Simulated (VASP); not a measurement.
Set up this calculation in VASP 6.6.1, as the native input.

```yaml
Task: dielectric tensor
Functional: revTPSS
Dispersion: D4
Potentials_or_basis: VASP PAW PBE potentials, release 64 (As, B)
Cutoff: 520 eV
k_mesh: 10 × 10 × 10
Occupations: fermi-dirac, width 0.1 eV
Spin: no spin polarisation
Further_INCAR_settings: ALGO = Normal; EDIFF = 1e-08
```

The structure of BAs lies in POSCAR:

```
BAs
1.0
    0.0000000000      2.3885000000      2.3885000000
    2.3885000000      0.0000000000      2.3885000000
    2.3885000000      2.3885000000      0.0000000000
As B
1 1
Direct
    0.7500000000      0.7500000000      0.7500000000
    0.0000000000      0.0000000000      0.0000000000
```

One way to write it, as run:

INCAR

```
ALGO = Normal
EDIFF = 1E-8
ENCUT = 520
ISIF = 2
ISMEAR = -1
IVDW = 13
LASPH = True
LCALCEPS = True
LCHARG = False
LMIXTAU = True
LREAL = False
LWAVE = False
METAGGA = RTPSS
NELM = 100
PREC = Accurate
SIGMA = 0.1
VDW_A1 = 0.44880597
VDW_A2 = 4.64042317
VDW_S6 = 1.0
VDW_S8 = 1.53089454
```

KPOINTS

```
k-points
0
Gamma
  10 10 10
```

Potentials or basis: VASP PAW PBE potentials, release 64 (As, B).

The run is started by

```bash
$ cat potpaw_PBE.64/As/POTCAR potpaw_PBE.64/B/POTCAR > POTCAR
$ mpirun -np 1 vasp_std > vasp.out
```

Results of the run:

```
Band gap on the k mesh     : 1.07 eV, indirect (least direct gap 3.32 eV)
Dispersion energy per atom : -0.406 eV
```

Run time: 2.4 min on 1 thread of Intel(R) Xeon(R) Platinum 8375C CPU @ 2.90GHz (Ice Lake), with other jobs on the host, peak memory 0.21 GiB.
